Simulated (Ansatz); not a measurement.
A distorted cell of InN (wurtzite):

```yaml
crystal:
  lattice:
    - [3.58053, 0.00000, 0.00000]
    - [-1.79026, 3.10083, 0.00000]
    - [0.00000, 0.00000, 5.78779]
  atoms:
    - { symbol: In, position: [0.66667, 0.33333, 0.50197] }
    - { symbol: In, position: [0.33333, 0.66667, 0.00197] }
    - { symbol: N, position: [0.66667, 0.33333, 0.12323] }
    - { symbol: N, position: [0.26072, 0.66667, 0.62323] }
```

Computed with PBE (plane waves to 420 eV, PAW, scalar-relativistic; Ansatz, an electronic-structure program). k mesh 9×9×5 (Γ-centred), Fermi-Dirac smearing 0.05 eV. Energies are smeared free energies. Compression counts positive. With partly filled bands, energies and forces of such displacements shift with the k mesh and the smearing. At this level the bands of InN touch or barely overlap; measurements give the solid a gap. InN was relaxed with its symmetry unable to fall.

Problem. Predict the force on every atom, in eV/Å.

Solution. 
| atom | Fx | Fy | Fz |
|---|---|---|---|
| In1 | -2.470 | -1.095 | -0.589 |
| In2 | -0.135 | -0.009 | -0.108 |
| N3 | -0.117 | -0.026 | -0.022 |
| N4 | 2.722 | 1.130 | 0.719 |

Problem. Give the stress tensor in GPa and the pressure.

Solution. 
```
    3.9      6.0      3.6
    6.0      1.7      1.9
    3.6      1.9      0.6
```
The pressure, a third of the trace, is 2.1 GPa.

Problem. In it atom 4 sits (-0.260, 0.000, 0.000) Å away from its relaxed site. What is its energy relative to the relaxed cell?

Solution. 336 meV/cell.

(A displaced cell: forces are minus the slopes of the energy, force constants its curvatures, and phonons follow from these.)
